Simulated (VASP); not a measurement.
A run of VASP 6.6.1 is set up as follows.

File POSCAR:

```
SnSe
1.0
   11.4200000000      0.0000000000      0.0000000000
    0.0000000000      4.1900000000      0.0000000000
    0.0000000000      0.0000000000      4.4600000000
Sn Se
4 4
Direct
    0.8770000000      0.7500000000      0.9090000000
    0.6230000000      0.2500000000      0.4090000000
    0.3770000000      0.7500000000      0.5910000000
    0.1230000000      0.2500000000      0.0910000000
    0.6430000000      0.7500000000      0.9840000000
    0.8570000000      0.2500000000      0.4840000000
    0.1430000000      0.7500000000      0.5160000000
    0.3570000000      0.2500000000      0.0160000000
```

File INCAR.step1:

```
PREC = Accurate
ENCUT = 520
EDIFF = 1E-6
ISMEAR = -1
SIGMA = 0.05
LREAL = F
LASPH = T
NELM = 100
ALGO = Normal
ISIF = 2
LWAVE = F
LCHARG = T
GGA = PE
NBANDS = 50
```

Contents of KPOINTS.step1:

```
regular mesh
0
Gamma
  3 6 6
```

Contents of INCAR.step2:

```
PREC = Accurate
ENCUT = 520
EDIFF = 1E-6
ISMEAR = 0
SIGMA = 0.05
LREAL = F
LASPH = T
NELM = 100
ALGO = Normal
ISIF = 2
LWAVE = F
LCHARG = F
GGA = PE
NBANDS = 50
ICHARG = 11
```

KPOINTS.step2

```
path GXSYGZURTZ,YT,UX,SR
10
line-mode
reciprocal
 0.0000000000  0.0000000000  0.0000000000  G
 0.0000000000  0.5000000000  0.0000000000  X

 0.0000000000  0.5000000000  0.0000000000  X
 0.0000000000  0.5000000000  0.5000000000  S

 0.0000000000  0.5000000000  0.5000000000  S
 0.0000000000  0.0000000000  0.5000000000  Y

 0.0000000000  0.0000000000  0.5000000000  Y
 0.0000000000  0.0000000000  0.0000000000  G

 0.0000000000  0.0000000000  0.0000000000  G
 0.5000000000  0.0000000000  0.0000000000  Z

 0.5000000000  0.0000000000  0.0000000000  Z
 0.5000000000  0.5000000000  0.0000000000  U

 0.5000000000  0.5000000000  0.0000000000  U
 0.5000000000  0.5000000000  0.5000000000  R

 0.5000000000  0.5000000000  0.5000000000  R
 0.5000000000  0.0000000000  0.5000000000  T

 0.5000000000  0.0000000000  0.5000000000  T
 0.5000000000  0.0000000000  0.0000000000  Z

 0.0000000000  0.0000000000  0.5000000000  Y
 0.5000000000  0.0000000000  0.5000000000  T

 0.5000000000  0.5000000000  0.0000000000  U
 0.0000000000  0.5000000000  0.0000000000  X

 0.0000000000  0.5000000000  0.5000000000  S
 0.5000000000  0.5000000000  0.5000000000  R
```

Potentials or basis: VASP PAW PBE potentials, release 64 (Sn_d, Se).

Command:

```console
$ cat potpaw_PBE.64/Sn_d/POTCAR potpaw_PBE.64/Se/POTCAR > POTCAR
$ cp INCAR.step1 INCAR
$ cp KPOINTS.step1 KPOINTS
$ mpirun -np 1 vasp_std > vasp.out
$ cp INCAR.step2 INCAR
$ cp KPOINTS.step2 KPOINTS
$ mpirun -np 1 vasp_std > vasp.out
```

(1) Predict the band gap on the k mesh.

(2) Estimate the band gap along the path.

Answers

(1) 0.54 eV, indirect (least direct gap 0.70 eV).

(2) 0.54 eV, indirect (least direct gap 0.71 eV).

Caveat: the log is that of the step along the path at fixed density, whose energy, stress, charges and moments have no meaning; spin-orbit coupling is left out, which moves the levels of the heavy elements.

**What was measured.**

From “Linear dichroism of the optical properties of SnS and SnSe van der Waals crystals”, 2024, arxiv:2409.17412, for a bulk crystal of SnSe at 20 K: band gap 0.99 eV (indirect).

A measured gap of SnSe is 0.99 eV (indirect; 20 K; “Linear dichroism of the optical properties of SnS and SnSe van der Waals crystals”, 2024, arxiv:2409.17412); the calculated 0.54 eV misses it by -0.45 eV. 2 values of this kind are on record (0.89 to 0.99 eV); this one was drawn at random. Spin-orbit coupling on Se, Sn is left out. The value is that of PBE, without temperature or zero-point motion. Semilocal functionals fall short of measured gaps as a rule.
